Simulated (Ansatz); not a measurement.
# ZnS (F-43m) in Ansatz: notebook

Aim: see how the results for ZnS move with the level of theory and the settings. Levels: r2SCAN, PBEsol, LDA. Tasks: Born charges and dielectric tensor, band structure.

All numbers are computed with Ansatz 0.2.0; they aren't measurements. Logs are shortened: lines on timing, memory, paths and dates and some standing lists are left out, and cuts for length are marked.

**Experimental background.**

“Electronic, vibrational, and thermodynamic properties of ZnS (zincblende and rocksalt structure)”, 2009, arxiv:0911.5022 quotes, for a bulk crystal of ZnS at 19 K: band gap 3.85 eV (direct).

A printed reference work, monograph reports, for a bulk crystal of ZnS: high-frequency dielectric constant 5.14.

How close the calculation comes is told below.

## (1) The structure

The structure is cubic, space group F-43m (No. 216). Conventional cell: a = 5.404 Å, b = 5.404 Å, c = 5.404 Å, α = 90.00°, β = 90.00°, γ = 90.00°. Zn (site symmetry -43m) has 4 S at 2.34 Å as nearest neighbours. Around S (site symmetry -43m) lie 4 Zn at 2.34 Å.

## (2) Born charges and dielectric tensor, r2SCAN

The input, input.yaml:

```yaml
crystal:
  lattice:
    - [0.0, 2.702, 2.702]
    - [2.702, 0.0, 2.702]
    - [2.702, 2.702, 0.0]
  atoms:
    - { symbol: Zn, position: [0.75, 0.75, 0.75] }
    - { symbol: S, position: [0.0, 0.0, 0.0] }
hamiltonian:
  xc: r2scan
  pseudopotentials: { kind: paw }
kpoints:
  mp_grid: { grid: [9, 9, 9] }
scf:
  occupations: { method: fixed }
output:
  eigenvalues: true
dielectric:
  method: response
```

Potentials or basis: Ansatz PAW.

Started as:

```bash
$ ansatz run input.yaml --threads 2 --pin off --max-ram 5632MiB --backend cpu --events-out ev --progress --plain --runs-dir out
```

The log of the run:

```text
Warning: RAYON_NUM_THREADS=2 ignored (pool sized by the plan → 2); use --threads N
Engine: ansatz 0.2.0, x86_64-unknown-linux-gnu
Pseudopotentials: kind: paw
Pseudopotential: Zn, paw, valence charge 12, recommended cutoff 500 eV (meta_gga), Zn.paw.azcp
Pseudopotential: S, paw, valence charge 6, recommended cutoff 500 eV (meta_gga), S.paw.azcp
Functional definition: r2SCAN
  parameter k0 = 0.174
  parameter k1 = 0.065
  parameter a1 = 4.9479
  exchange = r2scan_x(k0 = k0, k1 = k1, a1 = a1)
  correlation = r2scan_c
Crystal: 2 atoms, lattice volume = 39.454 Å³
Basis set: ecut = 500 eV, 965 PW (Γ), exchange–correlation on 120×120×120 points (64 copies of the dense FFT grid, shifted against one another)
Bands: 13, of which v1, the nominal top of the filled ones, is band 9 counted from 1 (8 counted from 0)
Symmetry: 24 space group operations
k-points: 125 of 729 (irreducible under 4 space group operations, time reversal used)
Non-local potential: Zn, projectors of the file, l = 0: 2, l = 1: 2, l = 2: 3, l = 3: 1
Non-local potential: S, projectors of the file, l = 0: 2, l = 1: 2, l = 2: 2
PAW form: soft (Blöchl's): semilocal exchange-correlation on the pseudo side does not see the compensation charge
PAW frozen core: Zn, regenerated for the run's functional (the file was generated under x = pbe(κ = 0.804, μ = 0.2195149727645171), c = pbe(β = 0.06672455060314922))
PAW frozen core: S, regenerated for the run's functional (the file was generated under x = pbe(κ = 0.804, μ = 0.2195149727645171), c = pbe(β = 0.06672455060314922))
PAW one-centre angular grid: Zn, 590 points (default); XC on 261 of its mesh's 2673 points in the sphere
PAW one-centre angular grid: S, 302 points (default); XC on 160 Gauss nodes
Initial density: superposition of atomic densities (neutral atoms: chi_scale 0, normalization atom), corrected by the library's trained network
Initial wavefunctions: pseudopotential atomic-orbital guess
Functional: x = r2scan, c = r2scan; τ floored in thin density (d = 2e-4 eV/Å³)
SCF iter   1: F=—  HF=-4233.452326 eV  |F-HF|=—  |Δ(HF+E_count)|=         —  Δρ=1.55e-2  dr2=4.69e-2  dr2_τ=6.43e-3  ethr=1.77e-3  ⟨swp⟩=4.7  Hψ=8683  notcnv=0  defer=204
preconditioner: auto → none  [insulator: Δε(μ)=2.647 eV  Ē_g=13.045 eV  n_scr=14 (ndim 8)  ℏωp=25.1 eV  f_vac=0.027  ε∞_Penn≈4.7]
SCF iter   2: F=—  HF=-4233.454644 eV  |F-HF|=—  |Δ(HF+E_count)|=   2.32e-3  Δρ=4.60e-3  dr2=8.36e-3  dr2_τ=3.51e-4  ethr=2.61e-4  ⟨swp⟩=2.5  Hψ=3977  notcnv=0  defer=241
SCF iter   3: F=—  HF=-4233.449454 eV  |F-HF|=—  |Δ(HF+E_count)|=   5.19e-3  Δρ=2.91e-3  dr2=1.37e-3  dr2_τ=8.45e-6  ethr=4.64e-5  ⟨swp⟩=2.4  Hψ=2947  notcnv=0  defer=244
SCF iter   4: F=—  HF=-4233.449766 eV  |F-HF|=—  |Δ(HF+E_count)|=   3.12e-4  Δρ=2.34e-4  dr2=3.47e-5  dr2_τ=1.82e-6  ethr=7.61e-6  ⟨swp⟩=3.0  Hψ=4002  notcnv=0  defer=244
SCF iter   5: F=—  HF=-4233.449754 eV  |F-HF|=—  |Δ(HF+E_count)|=   1.19e-5  Δρ=1.09e-4  dr2=4.13e-6  dr2_τ=4.91e-8  ethr=1.93e-7  ⟨swp⟩=2.0  Hψ=1933  notcnv=0  defer=5
SCF iter   6: F=—  HF=-4233.449755 eV  |F-HF|=—  |Δ(HF+E_count)|=   6.29e-7  Δρ=7.25e-6  dr2=1.19e-8  dr2_τ=1.85e-9  ethr=2.30e-8  ⟨swp⟩=2.6  Hψ=2750  notcnv=0
SCF iter   7: F=—  HF=-4233.449755 eV  |F-HF|=—  |Δ(HF+E_count)|=   2.33e-7  Δρ=1.19e-6  dr2=2.66e-10  dr2_τ=9.16e-12  ethr=6.64e-11  ⟨swp⟩=2.0  Hψ=2750  notcnv=0
SCF iter   8: F=-4233.449755 eV  HF=-4233.449755 eV  |F-HF|=1.82e-12  |Δ(HF+E_count)|=  3.01e-10  Δρ=7.68e-8  dr2=2.45e-12  dr2_τ=8.55e-14  ethr=1.00e-12  ⟨swp⟩=3.3  Hψ=4594  notcnv=0
SCF 1 converged in 8 iterations: F = -4233.449755 eV  dr2 = 2.45e-12
NSCF: frozen V_eff on 6 k-points
DFPT response loops at Γ: preconditioner auto → none (the input reference at scf.mixing.eps_inf says where Resta's filter doesn't serve); β = 0.50; Broyden in place of MSR1
── the response to a field inside a basis, on 10×10×10 k-points: an SCF that follows is theirs, and a resumed run solves both again ──
Bands: 10, of which v1, the nominal top of the filled ones, is band 9 counted from 1 (8 counted from 0)
k-points: 110 of 1000 (irreducible under 6 space group operations, time reversal used)
Initial density: handed on by an earlier stage of this run
Initial wavefunctions: pseudopotential atomic-orbital guess (no wavefunctions were taken with the density)
Eigensolver: Dense (110 Hₖ)
SCF iter   1: F=—  HF=-4233.447902 eV  |F-HF|=—  |Δ(HF+E_count)|=         —  Δρ=8.41e-5  dr2=4.30e-7  dr2_τ=3.33e-7  ethr=1.00e-1
preconditioner: auto → none  [insulator: Δε(μ)=2.873 eV  Ē_g=10.487 eV  n_scr=14 (ndim 8)  ℏωp=25.1 eV  f_vac=0.026  ε∞_Penn≈6.7]
SCF iter   2: F=—  HF=-4233.447903 eV  |F-HF|=—  |Δ(HF+E_count)|=   1.39e-6  Δρ=6.24e-5  dr2=5.41e-7  dr2_τ=1.23e-7  ethr=2.39e-9
SCF iter   3: F=—  HF=-4233.447904 eV  |F-HF|=—  |Δ(HF+E_count)|=   3.21e-7  Δρ=2.10e-5  dr2=5.20e-8  dr2_τ=1.90e-8  ethr=2.39e-9
SCF iter   4: F=-4233.447904 eV  HF=-4233.447904 eV  |F-HF|=3.05e-9  |Δ(HF+E_count)|=   5.41e-8  Δρ=3.67e-6  dr2=1.11e-9  dr2_τ=5.18e-10  ethr=2.89e-10
SCF 1 converged in 4 iterations: F = -4233.447904 eV  dr2 = 1.11e-9
DFPT response loops at Γ: mixed as the last ones told, above
SCF converged after 8 iterations
Free energy (F): -4233.449755 eV
Harris-Foulkes:  -4233.449755 eV  (|F-HF|=1.82e-12)
Internal energy: -4233.449755 eV  (E = F + TS)
E sigma→0 (E₀):  -4233.449755 eV
Fermi energy:    5.508615 eV
--- Per-component energies (eV) ---
  E_band       = -2.550700
  E_kinetic    = 237.334315
  E_local      = -2046.569856  (includes V_loc(G=0)·N_el)
  E_nonlocal   = 646.662222
  E_hartree    = 858.459726
  E_xc         = -215.669755
  E_vxc        = -148.064416  (∫ρ·V_xc dr)
  E_paw        = -2459.994672  (= ΣΔE_a)
  E_vpaw       = -416.160877  (= ΣTr[D̂ρ^β])
  E_aug_tail   = -0.000055  (compensation charges beyond the density's cutoff)
  E_vtau       = 7.328536  (kinetic-family band-sum trace: ∫τ·v_τ [+ j·A + Jᵃ·Aᵃ] dr)
  E_ewald      = -1253.379294
  E_core_change = -0.292385  (= ΣΔE_core)
  E_smearing   = -0.000000  (= −TS)
  E_closure    = 0.000000  (closes the sum)
  Σ components = -4233.449755   (vs F -4233.449755, Δ=0.00e0)
--- Band table (eV; the first three rows and the last of 125) ---
  k-point 0: bands = ["-8.1681", "-0.9883", "-0.9883", "-0.9883", "-0.4501", "-0.4501", "5.5086", "5.5086", "5.5086", "8.1736", "12.3805", "12.3805", "12.3805"]
  k-point 1: bands = ["-8.0729", "-0.9860", "-0.9707", "-0.9707", "-0.4514", "-0.4514", "4.6064", "5.3879", "5.3879", "8.8496", "12.2805", "12.5931", "12.5931"]
  k-point 2: bands = ["-7.8163", "-0.9517", "-0.9288", "-0.9288", "-0.4501", "-0.4501", "3.0496", "5.1067", "5.1067", "9.4728", "12.6919", "12.9594", "12.9594"]
  k-point 124: bands = ["-7.1035", "-0.8422", "-0.7969", "-0.5869", "-0.4392", "-0.3397", "1.2187", "2.6957", "4.0554", "11.2385", "12.1401", "12.9364", "15.4253"]
--- Dielectric response (ions clamped): 3 representative field directions + reference, inside a basis on a mesh of 1000 k-points (Σ response iterations 15) ---
  ε∞ (high-frequency dielectric tensor):
        5.429488    -0.000000    -0.000000
       -0.000000     5.429488     0.000000
       -0.000000     0.000000     5.429488
  Born effective charges Z* (e; rows j = field, columns β = displacement):
    site 0:
         1.99778    0.00000   -0.00000
         0.00000    1.99778    0.00000
         0.00000    0.00000    1.99778
    site 1:
        -1.99778   -0.00000    0.00000
        -0.00000   -1.99778   -0.00000
        -0.00000   -0.00000   -1.99778
  Z* charge neutrality: 4.569e-4 e pre-enforcement
  solved inside a basis spanned on kpoints, on 10×10×10 k-points, its susceptibility summed on 14×14×14: ε∞ is read to err by 1.4e-2, Z* by 1.3e-2 e (field_mesh: kpoints solves on kpoints); Z* is corrected for what the basis lacks
```

Run time: 61 s. Hardware: 2 threads of Intel Xeon at 2.70GHz, shared host; peak memory 0.92 GiB.

What came out:

| Quantity | Value |
| --- | --- |
| Free energy | -4233.4498 eV |
| Band gap on the k mesh | 2.66 eV, direct |
| Electronic dielectric tensor (diagonal) | 5.43 |
| Born charges (mean of the diagonal) | Zn +2.00; S -2.00 e |

Levels at points of the mesh, in eV from the valence-band top:
```csv
k point,band 5,band 6,band 7,band 8,band 9,band 10,band 11,band 12,band 13
"(0.00, 0.00, 0.00)",-5.96,-5.96,0.00,0.00,0.00,2.66,6.87,6.87,6.87
```

Electronic dielectric tensor:
```
5.43 0.00 0.00
0.00 5.43 0.00
0.00 0.00 5.43
```

Born effective charge tensors (e):
atom 1, Zn
```
2.00 0.00 0.00
0.00 2.00 0.00
0.00 0.00 2.00
```
atom 2, S
```
-2.00  0.00  0.00
 0.00 -2.00  0.00
 0.00  0.00 -2.00
```

Caveat: odd divisions of the mesh miss points on the zone boundary, where band edges often lie, so the gap on the mesh can be too wide; the PAW data sets come from PBE, with cores solved anew for the run's functional, which leaves a small shift of forces and pressure.

## (3) Band structure, PBEsol

The input, input.yaml:

```yaml
crystal:
  lattice:
    - [0.0, 2.702, 2.702]
    - [2.702, 0.0, 2.702]
    - [2.702, 2.702, 0.0]
  atoms:
    - { symbol: Zn, position: [0.75, 0.75, 0.75] }
    - { symbol: S, position: [0.0, 0.0, 0.0] }
hamiltonian:
  xc: pbesol
  pseudopotentials: { kind: paw }
kpoints:
  mp_grid: { grid: [9, 9, 9] }
  band_path:
    path:
      - [[0.0, 0.0, 0.0], [0.5, 0.0, 0.5], [0.5, 0.25, 0.75], [0.375, 0.375, 0.75], [0.0, 0.0, 0.0], [0.5, 0.5, 0.5], [0.625, 0.25, 0.625], [0.5, 0.25, 0.75], [0.5, 0.5, 0.5], [0.375, 0.375, 0.75]]
      - [[0.625, 0.25, 0.625], [0.5, 0.0, 0.5]]
    npoints: 14
scf:
  occupations: { method: gaussian, width: 0.01 }
  n_extra_bands: 6
output:
  forces: true
  stress: true
  eigenvalues: true
  fatbands: false
  write_density: true
  write_potential: true
  elf: true
  volumetric_format: npy
```

Potentials or basis: Ansatz PAW.

Started as:

```bash
$ ansatz run input.yaml --threads 2 --pin off --max-ram 5632MiB --backend cpu --events-out ev --progress --plain --runs-dir out
```

It took 2.6 s on 2 threads of Intel Xeon at 2.70GHz, shared host; peak memory 0.36 GiB.

The run converged. Its results:

```
Free energy             : -4167.4339 eV
Pressure                : -2.0 GPa
Band gap on the k mesh  : 1.97 eV, direct
Band gap along the path : 1.97 eV, direct
```

Levels at the corners of the path, in eV from the valence-band top:
| point | band 6 | band 7 | band 8 | band 9 | band 10 | band 11 | band 12 | band 13 |
| --- | --- | --- | --- | --- | --- | --- | --- | --- |
| Γ | -5.87 | 0.00 | 0.00 | 0.00 | 1.97 | 6.27 | 6.27 | 6.27 |
| X | -5.66 | -4.61 | -2.25 | -2.25 | 3.23 | 3.96 | 10.80 | 11.84 |
| W | -5.47 | -4.64 | -2.80 | -2.76 | 5.55 | 5.98 | 7.73 | 8.04 |
| K | -5.53 | -4.67 | -3.16 | -1.83 | 3.98 | 5.86 | 9.21 | 9.64 |
| Γ | -5.87 | 0.00 | 0.00 | 0.00 | 1.97 | 6.27 | 6.27 | 6.27 |
| L | -5.67 | -5.36 | -0.88 | -0.88 | 3.19 | 6.80 | 6.80 | 8.69 |
| U | -5.53 | -4.67 | -3.16 | -1.83 | 3.98 | 5.86 | 9.21 | 9.64 |
| W | -5.47 | -4.64 | -2.80 | -2.76 | 5.55 | 5.98 | 7.73 | 8.04 |
| L | -5.67 | -5.36 | -0.88 | -0.88 | 3.19 | 6.80 | 6.80 | 8.69 |
| K | -5.53 | -4.67 | -3.16 | -1.83 | 3.98 | 5.86 | 9.21 | 9.64 |
| U | -5.53 | -4.67 | -3.16 | -1.83 | 3.98 | 5.86 | 9.21 | 9.64 |
| X | -5.66 | -4.61 | -2.25 | -2.25 | 3.23 | 3.96 | 10.80 | 11.84 |

Caveat: the PAW data sets come from PBE, with cores solved anew for the run's functional, which leaves a small shift of forces and pressure.

(Part 1 of 2 ends here.)
